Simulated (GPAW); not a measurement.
Runs of GPAW 26.7.0 on BaS. It takes space group Fm-3m (No. 225, cubic). Conventional cell: a = 6.388 Å, b = 6.388 Å, c = 6.388 Å, α = 90.00°, β = 90.00°, γ = 90.00°. Ba (site symmetry m-3m) has 6 S at 3.19 Å as nearest neighbours. Around S (site symmetry m-3m) lie 6 Ba at 3.19 Å. 

```csv
task,level,potentials or basis,cell,k mesh,cutoff (eV),smearing,optimizer,fmax,max steps,target pressure,convergence,gap on the mesh (eV),pressure (GPa),relaxed volume (Å³/atom)
relaxation of cell and atoms,PBEsol+D4,"PAW data sets generated in the run's folder for this functional, pw",relaxed to -1 GPa,7 × 7 × 7,600,fermi-dirac 0.05 eV,LBFGS,0.02 eV/Å,60,-1 GPa,density=1e-05 forces=0.0001,(b),-1.0,-
single point,PBE,"GPAW PAW data sets (gpaw-data 1.2.1), pw",as given,7 × 7 × 7,600,gaussian 0.022 eV,-,-,-,-,-,2.19,1.2,-
relaxation of cell and atoms,PBEsol+D3(BJ),"PAW data sets generated in the run's folder for this functional, pw",relaxed,7 × 7 × 7,600,fermi-dirac 0.05 eV,LBFGS,0.01 eV/Å,100,-,density=1e-05 forces=0.0001,1.97,0.0,30.94
relaxation of cell and atoms,PBE+D3(BJ),"GPAW PAW data sets (gpaw-data 1.2.1), pw",relaxed,7 × 7 × 7,600,fermi-dirac 0.05 eV,LBFGS,0.02 eV/Å,40,-,density=1e-05 forces=0.0001,(a),0.0,32.45
single point,PBE,"GPAW PAW data sets (gpaw-data 1.2.1), pw",as given,7 × 7 × 7,600,gaussian 0.019 eV,-,-,-,-,-,2.19,1.2,-
single point,PBE,"GPAW PAW data sets (gpaw-data 1.2.1), pw",as given,7 × 7 × 7,600,gaussian 0.027 eV,-,-,-,-,-,2.19,1.2,-
single point,PBE,"GPAW PAW data sets (gpaw-data 1.2.1), pw",as given,7 × 7 × 7,600,gaussian 0.016 eV,-,-,-,-,-,2.19,1.2,-
```

Alike in all rows: no spin polarisation.

Problem. Fill in the values left out.

Solution. (a) 2.18; (b) 2.05.

Caveats: spin-orbit coupling is left out, which moves the levels of the heavy elements; an odd mesh through Γ misses points on the zone boundary, where band edges often lie; later steps reuse the first step's grids (some runs).

A k mesh can miss the band edges, and the runs leave out spin-orbit coupling on Ba.
